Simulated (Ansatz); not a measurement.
# linear Si chain: period, moment and channels by functional, part 2 of 3

How many channels does the linear Si chain carry, and how sure is the answer?

Ansatz 0.2.0; DFT PBE, plane waves, PAW; relaxation of a chain's period (the session's first sound run).

So far. Step 2 (Relaxation of atoms and period, level PBE, cutoff 420 …): The cell's length comes to 2.224 Å with no moment.

## 3. The perfect wire, level PBE, cutoff 420 eV

This step: DFT PBE, plane waves, PAW; channels and complex bands of a perfect chain (Ansatz 0.2.0).

At the relaxed period the Bloch states of the perfect chain are found at each energy: those that move forward count the open channels, and those that decay describe how a disturbance dies away inside the wire itself. An energy step of 0.035 eV is under the 0.039 eV that the program asks for its thermal average at 300 K.

Input file input.yaml:

```yaml
crystal:
  lattice:
    - [7.5, 0.0, 0.0]
    - [0.0, 7.5, 0.0]
    - [0.0, 0.0, 2.2243577705]
  atoms:
    - { symbol: Si, position: [0.5, 0.5, 0.0] }
kpoints:
  mp_grid: { grid: [1, 1, 36] }
  band_path: { path: ["Γ", Z], npoints: 60 }
scf:
  occupations: { method: fermi_dirac, width: 0.05 }
hamiltonian:
  xc: pbe
output:
  transmission:
    e_range: [-2, 2]
    de: 0.035
    kmesh: [1, 1]
    reduced_basis: true
    leads: [[0, 0]]
  dos: { projected: true, e_range: [-6, 4] }
  write_potential: true
  write_density: true
  volumetric_format: npy
  elf: true
```

Command:

```bash
> ansatz run input.yaml --threads 4 --pin off --max-ram 8192MiB --backend cpu --events-out ev --progress --plain --runs-dir out
```

Numbers of over 12 decimals in the logs are rounded to 6 here.

The log of the run:

```text
[...]
Crystal: 1 atoms, lattice volume = 125.120 Å³
Basis set: ecut = 420 eV, 2463 PW (Γ)
Bands: 6, of which v1, the nominal top of the filled ones, is band 2 counted from 1 (1 counted from 0)
Symmetry: 16 space group operations
[...]
k-points: 19 of 36
[...]
SCF iter   1: F=—  HF=-633.779102 eV  |F-HF|=—  |Δ(HF+E_count)|=         —  Δρ=4.06e-3  dr2=1.91e-2  ethr=1.77e-3  ⟨swp⟩=6.6  Hψ=1281  notcnv=0
[...]
SCF iter   6: F=-633.779094 eV  HF=-633.779094 eV  |F-HF|=8.62e-10  |Δ(HF+E_count)|=   4.86e-8  Δρ=5.67e-7  dr2=4.69e-10  ethr=9.36e-10  ⟨swp⟩=2.3  Hψ=604  notcnv=0
SCF 1 converged in 6 iterations: F = -633.779094 eV  dr2 = 4.69e-10
[...]
NSCF: frozen V_eff on 61 k-points
transmission: 3 of 18 steps passed
transmission: 6 of 18 steps passed
[...]
transmission: 18 of 18 steps passed
WARN: The output density's exchange-correlation potential varies sharply where the density is thin. Do not read a vacuum level from v_tot or v_xc, or from such a field of the output density. On a cell that repeats whose density bears no net charge and no dipole along the vacuum's axis use v_es (v_loc + v_h of the components); under efield.dipole_correction with no amplitude use v_es + v_field, which holds any externa [...]
SCF converged after 6 iterations
Free energy (F): -633.779094 eV
[...]
Internal energy: -633.772347 eV  (E = F + TS)
E sigma→0 (E₀):  -633.775721 eV
Entropy (-TS):   -0.006746 eV (-6.746 meV/atom)
Fermi energy:    -3.266975 eV
[...]
--- Band table (eV; the first three rows and the last of 19) ---
[...]
--- Transmission ---
  basis      : 497 plane waves across, 3 finite elements along
  points     : 1, standing for a mesh of 1 x 1
  filling    : by the input's occupations and mesh, since the crystals that have channels conduct as metals do. If one of these is a semiconductor, that mesh has misplaced its level
  energies   : 115 from -2.000000 to 1.990000 eV about the Fermi level, 0.035000 eV apart; the leads are filled to 0.000000 eV, and channels, transmission and decay are at -0.005000 eV
  crystal 0  : Si1, at the sites [0, 0], period 2.2244 Å: whole cells are its period
    offset         : up to 0.0000 Å between an atom of the period and one for which it stands
    filled         : 27.7 meV over the level at which it is neutral
    channels       : 3.000000e0 a spin
    conductance    : 4.1323e14 S/m² at 300 K; may be off by some 0.0 % by where its bands' edges are placed, 0.0 % from the distance to neutral
```

Run time: 6 s. Hardware: 4 threads of Arm Neoverse V1, shared host; peak memory 0.39 GiB; 21 s of CPU time.

Numbers from this step:

```yaml
energy_at_zero_smearing: -633.7757 eV
channels_at_the_energy_nearest_the_fermi_level_one_spin: 3
conductance_of_the_lead_as_this_run_defines_it: 3.000 G₀
band_gap: 0 eV
```

Table of open channels of the lead, one spin by energy, zero at the Fermi level:

energy (eV), open channels of the lead, one spin and a bar:
```
   -1.405       0.00 
   -1.195       2.00 ####################
   -0.985       3.00 ##############################
   -0.810       3.00 ##############################
   -0.600       3.00 ##############################
   -0.390       3.00 ##############################
   -0.215       3.00 ##############################
   -0.005       3.00 ##############################
    0.205       3.00 ##############################
    0.415       3.00 ##############################
    0.590       3.00 ##############################
    0.800       3.00 ##############################
    1.010       3.00 ##############################
    1.185       3.00 ##############################
    1.395       3.00 ##############################
    1.605       3.00 ##############################
    1.815       3.00 ##############################
```

The slowest values at each energy, most degenerate partners merged, listed up to 1.5 1/Å. The Im kz of the slowest decaying states by energy, zero at the Fermi level:

| energy (eV) | decay 1 (Å⁻¹) | decay 2 (Å⁻¹) | decay 3 (Å⁻¹) | decay 4 (Å⁻¹) |
| --- | --- | --- | --- | --- |
| -2.000 | 0.115 | 0.443 | 1.21 | 1.36 |
| -1.790 | 0.106 | 0.369 | 1.19 | 1.34 |
| -1.615 | 0.0946 | 0.293 | 1.17 | 1.32 |
| -1.405 | 0.0733 | 0.159 | 1.15 | 1.30 |
| -1.195 | 0.0309 | 1.12 | 1.28 | 1.38 |
| -0.985 | 1.10 | 1.26 | 1.36 | 1.45 |
| -0.810 | 1.08 | 1.24 | 1.34 | 1.44 |
| -0.600 | 1.05 | 1.21 | 1.32 | 1.42 |
| -0.390 | 1.03 | 1.19 | 1.30 | 1.40 |
| -0.215 | 1.00 | 1.17 | 1.28 | 1.38 |
| -0.005 | 0.974 | 1.15 | 1.26 | 1.36 |
| 0.205 | 0.946 | 1.12 | 1.24 | 1.34 |
| 0.415 | 0.916 | 1.10 | 1.22 | 1.32 |
| 0.590 | 0.890 | 1.08 | 1.20 | 1.30 |
| 0.800 | 0.858 | 1.05 | 1.17 | 1.28 |
| 1.010 | 0.825 | 1.02 | 1.15 | 1.25 |
| 1.185 | 0.797 | 1.00 | 1.13 | 1.24 |
| 1.395 | 0.761 | 0.974 | 1.11 | 1.21 |
| 1.605 | 0.723 | 0.945 | 1.08 | 1.19 |
| 1.815 | 0.683 | 0.915 | 1.05 | 1.17 |

The electronic bands at the labelled points (eV, zero at the Fermi level):

| point | band 1 | band 2 | band 3 | band 4 | band 5 | band 6 |
| --- | --- | --- | --- | --- | --- | --- |
| Γ | -9.35 | -1.32 | -1.32 | 3.53 | 4.99 | 6.00 |
| halfway | -7.58 | 0.42 | 0.42 | 4.71 | 6.40 | 6.88 |
| Z | -3.43 | -1.15 | 4.82 | 4.82 | 6.64 | 6.64 |

The electronic bands as a text plot (rows in eV, shown from -8.0 to 6.0 only):

```
    5.7 |              ******
    5.1 |**************
    4.5 |                  *************                    *****
    4.0 |        **********             ***              ***
    3.4 |********                          **         ***
    2.8 |                                    ***   ***
    2.2 |                                       ***
    1.6 |                                   ****  *
    1.0 |                              *****       ***
    0.5 |                          ****               **
   -0.1 |                    ******                     ***
   -0.7 |            ********                              ****
   -1.3 |************                                          **
   -1.9 |
   -2.5 |
   -3.0 |
   -3.6 |                                                   *****
   -4.2 |                                               ****
   -4.8 |                                            ***
   -5.4 |                                         ***
   -6.0 |                                      ***
   -6.5 |                                 *****
   -7.1 |                             ****
   -7.7 |                         ****
         Γ                                                      Z
```

Electrostatic potential energy in the ca plane at fractional y = 0.500, with atoms of Si within 0.2 Å of it. With pseudopotentials it is smooth inside the atoms' cores, unlike the true potential.

Ten even steps from '0' (-59 eV) to '9' (2 eV), each cell a mean:
```
999999999999
999999999999
999999999999
999999999999
999999999999
999999999999
999999999999
999999999999
778899999887
345688888654
001367876310
000157775100
000257775200
223578887532
677889998877
889999999998
999999999999
999999999999
999999999999
999999999999
999999999999
999999999999
999999999999
999999999999
```
Columns run along c (2.2 Å; values clipped at the 3rd and 97th percentile), rows up along a (7.5 Å). Atoms in or near the plane, at fractional coordinates: Si at (0.00, 0.50).

Valence density in the ca plane at fractional y = 0.500, with atoms of Si within 0.2 Å of it. It is the smooth field of the valence electrons, not physical close to the nuclei.

Ten even steps from '0' (0.00 e/Å³) to '9' (0.56 e/Å³), each cell a mean:
```
000000000000
000000000000
000000000000
000000000000
000000000000
000000000000
000000000000
222211111222
444433333444
556665556665
335788888753
013799999731
224789998742
556777677765
555444444455
332222222223
111111111111
000000000000
000000000000
000000000000
000000000000
000000000000
000000000000
000000000000
```
Columns run along c (2.2 Å), rows up along a (7.5 Å). Atoms in or near the plane, at fractional coordinates: Si at (0.00, 0.50).

ELF in the ca plane at fractional y = 0.500, with atoms of Si within 0.2 Å of it. It is the smooth field of the valence electrons, not physical close to the nuclei.

Ten even steps from '0' (0.00) to '9' (0.84), each cell a mean:
```
000000000000
000000000000
000000000000
111100000111
332211111223
554433233445
776654445667
998876667889
999988888999
778999999987
555799999755
754699999645
555799999755
667899999876
999998889999
999877777899
887765556778
665443334456
433322222333
111111111111
000000000000
000000000000
000000000000
000000000000
```
Columns run along c (2.2 Å), rows up along a (7.5 Å). Atoms in or near the plane, at fractional coordinates: Si at (0.00, 0.50).

By hand: the program gives 4.1323 × 10^14 S/m² over the cell's cross-section of 56.25 Å² = 5.625 × 10^-19 m², so one cell conducts 2.324 × 10^-4 S. Divided by G0 = 2e²/h = 7.748 × 10^-5 S this is 3.00 G0, a resistance of 4.30 kΩ.

At the computed energy nearest the Fermi level there are 3 channels a spin, and the thermal average gives 3.00 G₀.

## 4. Relaxing the period

This step: DFT LDA, plane waves, PAW; relaxation of a chain's period (Ansatz 0.2.0).

The relaxation is repeated under another functional. LDA has no gradient terms and tends to overbind, so it marks the short end of the likely bond lengths.

Input file input.yaml:

```yaml
crystal:
  lattice:
    - [7.5, 0.0, 0.0]
    - [0.0, 7.5, 0.0]
    - [0.0, 0.0, 2.0646]
  atoms:
    - { symbol: Si, position: [0.5, 0.5, 0.0], spin: 0.3 }
magnetization:
  spin_polarized: true
kpoints:
  mp_grid: { grid: [1, 1, 39] }
scf:
  occupations: { method: fermi_dirac, width: 0.05 }
hamiltonian:
  xc: lda
relax:
  cell: { fix: [a, b, alpha, beta, gamma] }
  max_steps: 60
```

The log of the run:

```text
[...]
Crystal: 1 atoms, lattice volume = 116.134 Å³
Basis set: ecut = 420 eV, 2279 PW (Γ)
Bands: 7, of which v1, the nominal top of the filled ones, is band 2 counted from 1 (1 counted from 0)
Symmetry: 16 space group operations
[...]
k-points: 20 of 39
[...]
Starting moments: Σ|m| = 0.3 μB on 1 of 1 site
[...]
0.155892       0.000000       0.000000
        0.000000       0.155892       0.000000
        0.000000       0.000000      -0.023545
  P = ⅓ Tr σ = 0.0961 GPa (0.961 kbar)
--- Relaxed structure (4 steps of the walk, 4 accepted, 1 SCFs on fresh bases) ---
[...]
cell:  # Å, volume = 121.9107 Å³
    - [7.5, 0.0, 0.0]
    - [0.0, 7.5, 0.0]
    - [0.0, 0.0, 2.167301]
  atoms:
    - { symbol: Si, position: [0.5, 0.5, 0.0] }
[key lines of the parts left out:]
SCF converged after 6 iterations
Magnetization: 0.0000 μB (2.0000 up, 2.0000 down)
Free energy (F): -606.371722 eV
Fermi energy:    -3.351784 eV
```

Run time: 3.8 s. Hardware: 4 threads; peak memory 0.33 GiB; 14 s of CPU time.

Relaxation path:

| step | energy less that of the first step (eV) | largest force component (eV/Å) | pressure (GPa) | volume (Å³) |
| --- | --- | --- | --- | --- |
| 1 | 0.0000 | 0.0000 | 0.84 | 116.13 |
| 2 | -0.0211 | 0.0000 | 0.63 | 117.91 |
| 3 | -0.0499 | 0.0000 | 0.03 | 122.42 |
| 4 | -0.0504 | 0.0000 | 0.09 | 121.91 |
| 5* | -0.0508 | 0.0000 | 0.10 | 121.91 |

Relaxation steps marked * repeat the geometry before them on a plane-wave basis chosen anew for their cell, so energy and pressure can jump there.

| cell as run | before | after | change |
| --- | --- | --- | --- |
| c (Å) | 2.065 | 2.167 | +5.0 % |

The relaxed structure:

```cif
data_structure
_symmetry_space_group_name_H-M 'P 1'
_symmetry_Int_Tables_number 1
_cell_length_a 7.5000
_cell_length_b 7.5000
_cell_length_c 2.1673
_cell_angle_alpha 90.000
_cell_angle_beta 90.000
_cell_angle_gamma 90.000
_cell_volume 121.91
loop_
_atom_site_label
_atom_site_type_symbol
_atom_site_fract_x
_atom_site_fract_y
_atom_site_fract_z
_atom_site_occupancy
Si1 Si 0.50000 0.50000 0.00000 1
```

The cell's length comes to 2.167 Å, -2.6 % against the first run, with no moment.

The cell grew by 5.0 % in its periodic edges.

## 5. Bands of the perfect wire, level LDA, cutoff 420 eV

This step: DFT LDA, plane waves, PAW; channels and complex bands of a perfect chain (Ansatz 0.2.0).

The channels are counted again under LDA, at the period that it gave.

Input file input.yaml:

```yaml
crystal:
  lattice:
    - [7.5, 0.0, 0.0]
    - [0.0, 7.5, 0.0]
    - [0.0, 0.0, 2.1673010306]
  atoms:
    - { symbol: Si, position: [0.5, 0.5, 0.0] }
kpoints:
  mp_grid: { grid: [1, 1, 37] }
  band_path: { path: ["Γ", Z], npoints: 60 }
scf:
  occupations: { method: fermi_dirac, width: 0.05 }
hamiltonian:
  xc: lda
output:
  transmission:
    e_range: [-2, 2]
    de: 0.035
    kmesh: [1, 1]
    reduced_basis: true
    leads: [[0, 0]]
  dos: { projected: true, e_range: [-6, 4] }
```

The log of the run:

```text
[...]
Crystal: 1 atoms, lattice volume = 121.911 Å³
Basis set: ecut = 420 eV, 2407 PW (Γ)
Bands: 6, of which v1, the nominal top of the filled ones, is band 2 counted from 1 (1 counted from 0)
Symmetry: 16 space group operations
[...]
k-points: 19 of 37
[...]
Fermi energy:    -3.419852 eV
[...]
--- Band table (eV; the first three rows and the last of 19) ---
[...]
--- Transmission ---
  basis      : 497 plane waves across, 3 finite elements along
  points     : 1, standing for a mesh of 1 x 1
[...]
crystal 0  : Si1, at the sites [0, 0], period 2.1673 Å: whole cells are its period
[...]
filled         : 16.1 meV under the level at which it is neutral
    channels       : 3.000000e0 a spin
[...]
[key lines of the parts left out:]
SCF converged after 6 iterations
Free energy (F): -606.373087 eV
```

Wall time 6.2 s (4 threads); peak memory 0.38 GiB; 20 s of CPU time.

The open channels of the lead, one spin by energy, zero at the Fermi level:

| energy (eV) | open channels of the lead, one spin |
| --- | --- |
| -2.00 | 0 |
| -1.90 | 0 |
| -1.79 | 0 |
| -1.69 | 0 |
| -1.58 | 0 |
| -1.48 | 0 |
| -1.37 | 2 |
| -1.23 | 2 |
| -1.12 | 2 |
| -1.02 | 2 |
| -0.92 | 2 |
| -0.81 | 2 |
| -0.70 | 3 |
| -0.60 | 3 |
| -0.49 | 3 |
| -0.39 | 3 |
| -0.28 | 3 |
| -0.18 | 3 |
| -0.07 | 3 |
| -0.01 | 3 |
| 0.07 | 3 |
| 0.17 | 3 |
| 0.28 | 3 |
| 0.38 | 3 |
| 0.48 | 3 |
| 0.59 | 3 |
| 0.69 | 3 |
| 0.80 | 3 |
| 0.91 | 3 |
| 1.01 | 3 |
| 1.11 | 3 |
| 1.22 | 3 |
| 1.36 | 3 |
| 1.47 | 3 |
| 1.57 | 3 |
| 1.68 | 3 |
| 1.78 | 3 |
| 1.89 | 3 |
| 1.99 | 3 |

At the computed energy nearest the Fermi level there are 3 channels a spin, and the thermal average gives 3.00 G₀.

## 6. The relaxed wire, cutoff 500 eV

This step: DFT r2SCAN, plane waves, PAW; relaxation of a chain's period (Ansatz 0.2.0).

The relaxation is repeated under another functional. r2SCAN also reads the kinetic-energy density; it often gives larger moments and wider gaps than PBE, at a higher cost. Against the first PBE run of this kind, the cutoff is 500 eV against 420.

Input file input.yaml:

```yaml
crystal:
  lattice:
    - [7.5, 0.0, 0.0]
    - [0.0, 7.5, 0.0]
    - [0.0, 0.0, 2.0646]
  atoms:
    - { symbol: Si, position: [0.5, 0.5, 0.0], spin: 0.3 }
magnetization:
  spin_polarized: true
kpoints:
  mp_grid: { grid: [1, 1, 39] }
scf:
  occupations: { method: fermi_dirac, width: 0.05 }
hamiltonian:
  xc: r2scan
relax:
  cell: { fix: [a, b, alpha, beta, gamma] }
  max_steps: 60
```

The log of the run:

```text
[...]
Crystal: 1 atoms, lattice volume = 116.134 Å³
Basis set: ecut = 500 eV, 2983 PW (Γ), exchange–correlation on 240×240×64 points (64 copies of the dense FFT grid, shifted against one another)
Bands: 7, of which v1, the nominal top of the filled ones, is band 2 counted from 1 (1 counted from 0)
Symmetry: 16 space group operations
[...]
0.140296       0.000000       0.000000
        0.000000       0.140296       0.000000
        0.000000       0.000000       0.035105
  P = ⅓ Tr σ = 0.1052 GPa (1.052 kbar)
--- Relaxed structure (9 steps of the walk, 8 accepted, 1 SCFs on fresh bases) ---
[...]
cell:  # Å, volume = 122.1159 Å³
    - [7.5, 0.0, 0.0]
    - [0.0, 7.5, 0.0]
    - [0.0, 0.0, 2.170949]
  atoms:
    - { symbol: Si, position: [0.5, 0.5, 0.0] }
[key lines of the parts left out:]
SCF converged after 4 iterations
Magnetization: 0.0000 μB (2.0000 up, 2.0000 down)
Free energy (F): -636.833066 eV
Fermi energy:    -3.330568 eV
```

Elapsed: 37 s, on 4 threads; peak memory 0.62 GiB.

Relaxation path:

| step | energy less that of the first step (eV) | largest force component (eV/Å) | pressure (GPa) | volume (Å³) |
| --- | --- | --- | --- | --- |
| 1 | 0.0000 | 0.0000 | 0.51 | 116.13 |
| 2 | -0.0071 | 0.0000 | 0.39 | 117.14 |
| 3 | -0.0141 | 0.0000 | 0.15 | 119.46 |
| 4 | -0.0152 | 0.0000 | 0.24 | 120.02 |
| 5 | -0.0188 | 0.0000 | 0.25 | 121.47 |
| 6 | 0.0137 | 0.0000 | -0.42 | 127.14 |
| 7 | -0.0189 | 0.0000 | -0.07 | 122.79 |
| 8 | -0.0192 | 0.0000 | 0.23 | 121.59 |
| 9 | -0.0199 | 0.0000 | 0.11 | 122.12 |
| 10* | -0.0199 | 0.0000 | 0.11 | 122.12 |

Relaxation steps marked * repeat the geometry before them on a plane-wave basis chosen anew for their cell, so energy and pressure can jump there. Relaxation step 6 was tried and not accepted.

| cell as run | before | after | change |
| --- | --- | --- | --- |
| c (Å) | 2.065 | 2.171 | +5.2 % |

The relaxed structure:

```
Si
1.0
     7.50000    0.00000    0.00000
     0.00000    7.50000    0.00000
     0.00000    0.00000    2.17095
Si
1
Direct
  0.50000 0.50000 0.00000
```

The cell's length comes to 2.171 Å, -2.4 % against the first run, with no moment.

The cell grew by 5.2 % in its periodic edges.

## 7. The wire at its relaxed period, level r2SCAN, cutoff 500 eV

This step: DFT r2SCAN, plane waves, PAW; channels and complex bands of a perfect chain (Ansatz 0.2.0).

The channels are counted again under r2SCAN, at the period that it gave. Its window is narrower, to save time.

Input file input.yaml:

```yaml
crystal:
  lattice:
    - [7.5, 0.0, 0.0]
    - [0.0, 7.5, 0.0]
    - [0.0, 0.0, 2.170948604]
  atoms:
    - { symbol: Si, position: [0.5, 0.5, 0.0] }
kpoints:
  mp_grid: { grid: [1, 1, 37] }
  band_path: { path: ["Γ", Z], npoints: 60 }
scf:
  occupations: { method: fermi_dirac, width: 0.05 }
hamiltonian:
  xc: r2scan
output:
  transmission:
    e_range: [-0.7, 0.7]
    de: 0.035
    kmesh: [1, 1]
    reduced_basis: true
    leads: [[0, 0]]
  dos: { projected: true, e_range: [-6, 4] }
```

The log of the run:

```text
[...]
Crystal: 1 atoms, lattice volume = 122.116 Å³
Basis set: ecut = 500 eV, 3055 PW (Γ), exchange–correlation on 240×240×64 points (64 copies of the dense FFT grid, shifted against one another)
Bands: 6, of which v1, the nominal top of the filled ones, is band 2 counted from 1 (1 counted from 0)
Symmetry: 16 space group operations
[...]
k-points: 19 of 37
[...]
Fermi energy:    -3.411400 eV
[...]
--- Band table (eV; the first three rows and the last of 19) ---
[...]
--- Transmission ---
  basis      : 593 plane waves across, 3 finite elements along
  points     : 1, standing for a mesh of 1 x 1
[...]
crystal 0  : Si1, at the sites [0, 0], period 2.1709 Å: whole cells are its period
[...]
filled         : 61.8 meV under the level at which it is neutral
    channels       : 3.000000e0 a spin
[...]
[key lines of the parts left out:]
SCF converged after 6 iterations
Free energy (F): -636.832932 eV
```

It took 7.6 s on 4 threads; peak memory 0.59 GiB; 24 s of CPU time.

Table of open channels of the lead, one spin by energy, zero at the Fermi level:

| energy (eV) | open channels of the lead, one spin |
| --- | --- |
| -0.700 | 2 |
| -0.665 | 2 |
| -0.595 | 2 |
| -0.560 | 2 |
| -0.490 | 3 |
| -0.455 | 3 |
| -0.420 | 3 |
| -0.350 | 3 |
| -0.315 | 3 |
| -0.280 | 3 |
| -0.210 | 3 |
| -0.175 | 3 |
| -0.105 | 3 |
| -0.070 | 3 |
| -0.035 | 3 |
| 0.000 | 3 |
| 0.035 | 3 |
| 0.070 | 3 |
| 0.105 | 3 |
| 0.175 | 3 |
| 0.210 | 3 |
| 0.280 | 3 |
| 0.315 | 3 |
| 0.350 | 3 |
| 0.420 | 3 |
| 0.455 | 3 |
| 0.490 | 3 |
| 0.560 | 3 |
| 0.595 | 3 |
| 0.665 | 3 |
| 0.700 | 3 |

At the computed energy nearest the Fermi level there are 3 channels a spin, and the thermal average gives 3.00 G₀.

(Continued in part 3 of 3.)

[Logs are printed without paths, hosts, clocks, repeated set-up lines and the standing remarks that a program may print on its own settings, such as how far it seeks lower states.]

[Hosts, paths, dates, database ids (printed as entryN), source tags and the programs' standing remarks are cut or masked in the printed files.]
